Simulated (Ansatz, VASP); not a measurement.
# Two plane-wave programs on BP

The input INCAR:

```
ALGO = Normal
EDIFF = 1E-6
EDIFFG = -0.01
ENCUT = 600
GGA = PS
IBRION = 2
ISIF = 3
ISMEAR = 0
LASPH = T
LCHARG = F
LREAL = F
LWAVE = F
NELM = 80
NSW = 80
PREC = Accurate
SIGMA = 0.02
```

Contents of KPOINTS:

```
k-points
0
Gamma
  10 10 10
```

The input POSCAR:

```
BP
1.0
    0.0000000000      2.2620396556      2.2620396556
    2.2620396556      0.0000000000      2.2620396556
    2.2620396556      2.2620396556      0.0000000000
B P
1 1
Direct
    0.0000000000      0.0000000000      0.0000000000
    0.2500000000      0.2500000000      0.2500000000
```

Input for Ansatz:

```yaml
crystal:
  lattice:
    - [0.0, 2.2620396556, 2.2620396556]
    - [2.2620396556, 0.0, 2.2620396556]
    - [2.2620396556, 2.2620396556, 0.0]
  atoms:
    - { symbol: B, position: [0.0, 0.0, 0.0] }
    - { symbol: P, position: [0.25, 0.25, 0.25] }
basis:
  ecutwfc: 420
kpoints:
  mp_grid: { grid: [10, 10, 10] }
hamiltonian:
  xc: pbesol
scf:
  occupations: { method: gaussian, width: 0.02 }
output:
  forces: true
  stress: true
  eigenvalues: true
relax:
  adjacent_minimum: "off"
  f_tol: 0.01
  max_steps: 60
  cell: { stress_tol: 0.1 }
```

Alike in both runs: task relaxation of cell and atoms; functional PBEsol; k mesh 10 × 10 × 10; occupations gaussian, width 0.02 eV; no spin polarisation.

|  | VASP | Ansatz |
| --- | --- | --- |
| version | VASP 6.6.1 | Ansatz 0.2.0 |
| potentials or method | VASP PAW PBE potentials, release 64 (B, P) | scalar-relativistic, plane waves, PAW |
| plane-wave cutoff (eV) | 600 | 420 |
| valence electrons in the cell | 8 | 8 |

|  | VASP | Ansatz | Ansatz less VASP |
| --- | --- | --- | --- |
| gap on the k mesh at the Fermi level, each at its own relaxed structure (eV) | 1.12 | 1.12 | +0.003 |
| relaxed volume (Å³/atom) | 11.55 | 11.54 | -0.007 |
| relaxed cell length with the largest relative difference (Å) | 3.197 | 3.196 | -0.0007 |

Caveats: the PAW data sets were made with another functional, which shifts forces and pressure a little (VASP). A k mesh can miss the band edges.
